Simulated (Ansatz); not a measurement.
Runs of Ansatz 0.2.0 on MnO2. The structure is orthorhombic, space group Pmmn (No. 59). Conventional cell: a = 2.904 Å, b = 3.845 Å, c = 6.164 Å, α = 90.00°, β = 90.00°, γ = 90.00°. Mn (site symmetry mm2) has 6 O at 1.83 to 2.05 Å as nearest neighbours. O (site symmetry mm2) is surrounded by 2 Mn at 1.83 Å. O (site symmetry mm2) has 4 Mn at 1.98 to 2.05 Å as nearest neighbours. Measurements of this composition are mostly on another form, of space group No. 136.

| spin | fixed moment (μB) | pressure (GPa) | moment (μB) | largest force (eV/Å) |
| --- | --- | --- | --- | --- |
| collinear, program default start | 0.0 | -16.1 | 0.00 | 2.87 |
| collinear, ferromagnetic start | 16.0 | 80.2 | 16.00 | 6.04 |
| collinear, ferromagnetic start | 4.0 | -11.7 | 4.00 | 1.39 |
| collinear, ferromagnetic start | 10.0 | 23.5 | 10.00 | 2.42 |
| collinear, ferromagnetic start | 2.0 | -14.9 | 2.00 | 2.11 |
| collinear, ferromagnetic start | 12.0 | 42.1 | 12.00 | 3.83 |
| collinear, ferromagnetic start | 8.0 | (a) | 8.00 | 0.82 |
| collinear, ferromagnetic start | 6.0 | (b) | 6.00 | 0.80 |

Alike in all rows: task single point; level PBE; potentials or basis Ansatz PAW; cell as given; k mesh 8 × 6 × 4; cutoff (eV) 420; smearing fermi-dirac 0.05 eV.

Question: Fill in the values left out.

Answer: (a) 6.2; (b) -7.2.

Caveats: the total moment is fixed, so each spin has its own Fermi level; the thresholds are loose for stress; forces of over 1 eV/Å show positions far from the minimum, so gaps and moduli don't describe the material at rest (some runs); a pressure of tens of GPa on the cell as given is suspect, and the run, the potentials or the cell itself is likely at fault (some runs).
